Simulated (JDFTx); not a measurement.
Au:

```
Au
1.0
    -1.65727    1.65727    1.65727
     1.65727   -1.65727    1.65727
     1.65727    1.65727   -1.65727
Au
1
Direct
  0.00000 0.00000 0.00000
```

This isn't the form of Au at room conditions, which is fcc.

| Item | Value |
| --- | --- |
| Program | JDFTx 1.7.0 (patched build) |
| Task | single point |
| Functional | PBE |
| Potentials or basis | PseudoDojo-SR-PBE-0.5-standard |
| Cutoff | 1034 eV |
| Density cutoff | 4136 eV |
| k mesh | 11 × 11 × 11 |
| Occupations | fermi-dirac, width 0.05 eV |
| Spin | no spin polarisation |

On this cell: pressure -1.2 GPa; band gap on the k mesh none (metal or under the smearing width).

The same run follows on a disturbed copy (cell strained at random at fixed volume):

```
CELL_PARAMETERS angstrom
-1.66724 1.61085 1.66470
1.60373 -1.63568 1.62603
1.73643 1.70488 -1.68953
ATOMIC_POSITIONS crystal
Au 0.99012 0.98291 0.97870
```

Problem. What does the disturbed cell give?

Solution. The energy (extrapolated to zero smearing) moves by +6.3 meV/atom; pressure -0.8 GPa; band gap on the k mesh none (metal or under the smearing width).

Stress tensor (GPa, compression positive):
```
-0.19 -2.08  1.93
-2.08 -0.80  0.25
 1.93  0.25 -1.55
```

Caveats: the empty levels aren't tightly converged (some runs).
